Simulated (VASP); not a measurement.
Write the native input for VASP 6.6.1 that does the following.

| Item | Value |
| --- | --- |
| Task | single point |
| Functional | r2SCAN |
| Potentials or basis | VASP PAW PBE potentials, release 64 (Mg, S) |
| Cutoff | 520 eV |
| k mesh | 12 × 12 × 4 |
| Occupations | gaussian, width 0.01 eV |
| Spin | no spin polarisation |
| Dipole correction | no |
| Further INCAR settings | ALGO = Normal; EDIFF = 1e-06; NBANDS = 16 |

Crystal: MgS.

```xyz
4
Lattice="4.2301 0.0000 0.0000 -2.1150 3.6633 0.0000 0.0000 0.0000 6.0524" Properties=species:S:1:pos:R:3 pbc="T T T"
Mg    0.0000    2.4422   -0.1029
Mg    2.1150    1.2211    2.9233
S     0.0000    2.4422    2.3726
S     2.1150    1.2211    5.3988
```

The cell was built by a generator and needn't be a form met in nature.

The cell isn't the ideal one: epitaxial_xy strain +5.0%.

One way to write it, as run:

POSCAR

```
MgS
1.0
    4.2300569194      0.0000000000      0.0000000000
   -2.1150284597      3.6633367517      0.0000000000
    0.0000000000      0.0000000000      6.0524117290
Mg S
2 2
Direct
    0.3333333333      0.6666666667     -0.0170095519
    0.6666666667      0.3333333333      0.4829904481
    0.3333333333      0.6666666667      0.3920095519
    0.6666666667      0.3333333333      0.8920095519
```

INCAR.step1

```
  ALGO = Normal
  EDIFF = 1E-4
  ENCUT = 520
  GGA = PE
  ISMEAR = 0
  LASPH = True
  LCHARG = False
  LREAL = False
  LWAVE = True
  NBANDS = 16
  NELM = 100
  PREC = Accurate
  SIGMA = 0.01
```

INCAR.step2

```
  ALGO = Normal
  EDIFF = 1E-6
  ENCUT = 520
  ISIF = 2
  ISMEAR = 0
  ISTART = 1
  LASPH = True
  LCHARG = False
  LMIXTAU = True
  LREAL = False
  LWAVE = False
  METAGGA = R2SCAN
  NBANDS = 16
  NELM = 100
  PREC = Accurate
  SIGMA = 0.01
```

KPOINTS

```
k-points
0
Gamma
  12 12 4
```

Potentials or basis: VASP PAW PBE potentials, release 64 (Mg, S).

The run is started by

```sh
$ cat potpaw_PBE.64/Mg/POTCAR potpaw_PBE.64/S/POTCAR > POTCAR
$ cp INCAR.step1 INCAR
$ mpirun -np 1 vasp_std > vasp.out
$ cp INCAR.step2 INCAR
$ mpirun -np 1 vasp_std > vasp.out
```

It gave:

```yaml
Pressure: -2.9 GPa
Largest_force: 0.009 eV/Å
Band_gap_on_the_k_mesh: 3.51 eV, direct
```

Caveat: the PAW data sets were made with another functional, which shifts forces and pressure a little.

Wall time 4.7 min on 1 thread of AMD EPYC 7R13 Processor (Zen 3), with other jobs on the host, peak memory 0.24 GiB.
